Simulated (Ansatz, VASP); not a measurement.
**W in VASP and in Ansatz**

INCAR

```
ALGO     = Normal         # electronic algorithm
EDIFF    = 1E-6           # SCF threshold, eV
EDIFFG   = -0.03          # ionic threshold
ENCUT    = 600            # plane-wave cutoff, eV
GGA      = PE             # functional
IBRION   = 2              # ionic algorithm
ISIF     = 3              # what is computed and relaxed
ISMEAR   = -1             # smearing method
LASPH    = T              # aspherical terms in the spheres
LCHARG   = F              # write CHGCAR
LREAL    = F              # projectors in reciprocal space
LWAVE    = F              # write WAVECAR
NELM     = 60             # most SCF steps
NSW      = 80             # ionic steps
PREC     = Accurate       # precision mode
SIGMA    = 0.1            # smearing width, eV
```

The input KPOINTS:

```
k-points
0
Gamma
  12 12 12
```

POSCAR

```
W
1.0
   -1.5823400000      1.5823400000      1.5823400000
    1.5823400000     -1.5823400000      1.5823400000
    1.5823400000      1.5823400000     -1.5823400000
W
1
Direct
    0.0000000000      0.0000000000      0.0000000000
```

Input for Ansatz:

```yaml
crystal:
  lattice:
    - [-1.58234, 1.58234, 1.58234]
    - [1.58234, -1.58234, 1.58234]
    - [1.58234, 1.58234, -1.58234]
  atoms:
    - { symbol: W, position: [0.0, 0.0, 0.0] }
basis:
  ecutwfc: 550.0
kpoints:
  mp_grid:
    grid: [12, 12, 12]
    shift: [0.0, 0.0, 0.0]
hamiltonian:
  xc: pbe
  dispersion: none
scf:
  occupations:
    method: fermi_dirac
    width: 0.1
relax:
  f_tol: 0.03
  cell: {}
```

Alike in both runs: task relaxation of cell and atoms; functional PBE; k mesh 12 × 12 × 12; occupations fermi-dirac, width 0.1 eV; no spin polarisation.

|  | VASP | Ansatz |
| --- | --- | --- |
| version | VASP 6.6.1 | Ansatz 0.2.0 |
| potentials or method | VASP PAW PBE potentials, release 64 (W_sv) | plane waves, PAW |
| plane-wave cutoff (eV) | 600 | 550 |
| valence electrons in the cell | 14 | 14 |

VASP gave:

- relaxed volume (Å³/atom): 16.18
- relaxed cell length with the largest relative difference (Å): 2.760
- energy change over the relaxation (meV/atom): -6

Question: What did Ansatz give for the same quantities?

Answer: Relaxed volume (Å³/atom): 16.14; relaxed cell length with the largest relative difference (Å): 2.757; energy change over the relaxation (meV/atom): -5.

The runs have no spin-orbit coupling, so splittings on W are missing. Zero-point motion and thermal expansion aren't in these numbers. PBE usually gives volumes a little too large and moduli too small.
